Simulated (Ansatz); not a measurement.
# ZnSe: the cost of one run

Program: Ansatz 0.2.0. Level of theory: DFT LDA, frozen-core PAW, scalar-relativistic unless said. These are calculated values, not measurements.

## (1) The system as given

Symmetry: F-43m, No. 216, cubic system. Conventional cell: a = 5.668 Å, b = 5.668 Å, c = 5.668 Å, α = 90.00°, β = 90.00°, γ = 90.00°. Zn (site symmetry -43m) has 4 Se at 2.45 Å as nearest neighbours. Around Se (site symmetry -43m) lie 4 Zn at 2.45 Å.

Coordinates:

```cif
data_structure
_symmetry_space_group_name_H-M 'P 1'
_symmetry_Int_Tables_number 1
_cell_length_a 4.0076
_cell_length_b 4.0076
_cell_length_c 4.0076
_cell_angle_alpha 60.000
_cell_angle_beta 60.000
_cell_angle_gamma 90.000
_cell_volume 45.51
loop_
_atom_site_label
_atom_site_type_symbol
_atom_site_fract_x
_atom_site_fract_y
_atom_site_fract_z
_atom_site_occupancy
Zn1 Zn 0.00000 0.00000 0.00000 1
Se1 Se 0.75000 0.25000 0.50000 1
```

Cartesian axes are those of the input's lattice vectors. The structure goes back to a database entry.

## (2) Cell and atoms relaxed, PAW

File input.yaml:

```yaml
crystal:
  lattice:
    - [2.8338, 2.8338, 0.0]
    - [-2.8338, 2.8338, 0.0]
    - [0.0, 2.8338, 2.8338]
  atoms:
    - { symbol: Zn, position: [0.0, 0.0, 0.0] }
    - { symbol: Se, position: [0.75, 0.25, 0.5] }
kpoints:
  mp_grid: { grid: [12, 12, 12] }
scf:
  occupations: { method: fermi_dirac, width: 0.08 }
hamiltonian:
  xc: lda
  pseudopotentials: { kind: paw }
relax:
  f_tol: 0.002
  max_steps: 80
  cell: {}
output:
  forces: true
  stress: true
```

Launch:

```
$ ansatz run input.yaml --threads 1 --pin off --max-ram 3072MiB --backend cpu --events-out ev --progress --plain --runs-dir out
```

Q: Estimate wall time and peak memory on 1 thread of Arm Neoverse V1, shared host.

About 27 s, with a peak of 0.36 GiB.
